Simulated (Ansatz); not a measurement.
# WS2: Field gradients at the nuclei

The cell is a computed structure from the Materials Project (it need not be an observed phase), taken as it stands; its layers are parted by 13 Å of empty space, so it stands for a thin sheet, not for a bulk crystal.

Space group P-3m1 (No. 164); a = 3.1831, c = 35.1806 Å, γ = 120.00°.

| site | Wyckoff | site symmetry | x | y | z |
| --- | --- | --- | --- | --- | --- |
| W1 | 2d | 3m. | 0.6667 | 0.3333 | 0.4077 |
| W2 | 2d | 3m. | 0.6667 | 0.3333 | 0.7766 |
| S5 | 2d | 3m. | 0.6667 | 0.3333 | 0.1789 |
| S6 | 2d | 3m. | 0.6667 | 0.3333 | 0.5480 |
| S7 | 2d | 3m. | 0.3333 | 0.6667 | 0.3634 |
| S8 | 2d | 3m. | 0.3333 | 0.6667 | 0.7323 |

One atom of each set is listed.

Computed with Ansatz: DFT, r2SCAN, plane waves and PAW (field gradients read without the response of the frozen cores, which leaves them typically 4 to 6 % off), scalar-relativistic, collinear spin, 500 eV cutoff, Γ-centred 10×10×1 k-points, Fermi–Dirac smearing 0.02 eV. Start moments as typed (μB): 2 on each W, none on the rest.

C_Q = eQV_zz/h, which is 24.18 MHz for Q = 1 b and V_zz = 10²¹ V/m²; η = (V_xx − V_yy)/V_zz.

S-33: I = 3/2, Q = -69.40 mb. Nuclear quadrupole moments: year-2017 set (Pyykkö).

| site | atoms | first shell | V_xx, V_yy, V_zz (10²¹ V/m²) | η | C_Q (MHz) |
| --- | --- | --- | --- | --- | --- |
| W1 | 2 | 6 S at 2.41 Å | 8.34, 8.34, -16.68 | 0.00 | – |
| W2 | 2 | 6 S at 2.41–2.42 Å | 8.26, 8.26, -16.52 | 0.00 | – |
| S5 | 2 | 3 W at 2.42 Å; also 7 S at 3.13–3.18 Å | 2.43, 2.43, -4.85 | 0.00 | 8.14 |
| S6 | 2 | 3 W at 2.41 Å; also 7 S at 3.12–3.18 Å | 2.42, 2.42, -4.84 | 0.00 | 8.12 |
| S7 | 2 | 3 W at 2.41 Å; also 7 S at 3.12–3.18 Å | 2.43, 2.43, -4.86 | 0.00 | 8.15 |
| S8 | 2 | 3 W at 2.41 Å; also 7 S at 3.13–3.18 Å | 2.41, 2.41, -4.82 | 0.00 | 8.08 |

An axis of threefold or higher order runs through W1, W2, S5, S6, S7 and S8, so V_zz lies along it and η is zero.

W has no stable isotope with a ground-state quadrupole moment in the table, so no C_Q is given.

The program didn't check the stability of this electronic state in full, so a lower one may lie near. Without spin–orbit coupling the gradients at and beside W can be off by some per cent, at some sites by more. The start moments die out, and the run ends without spin.
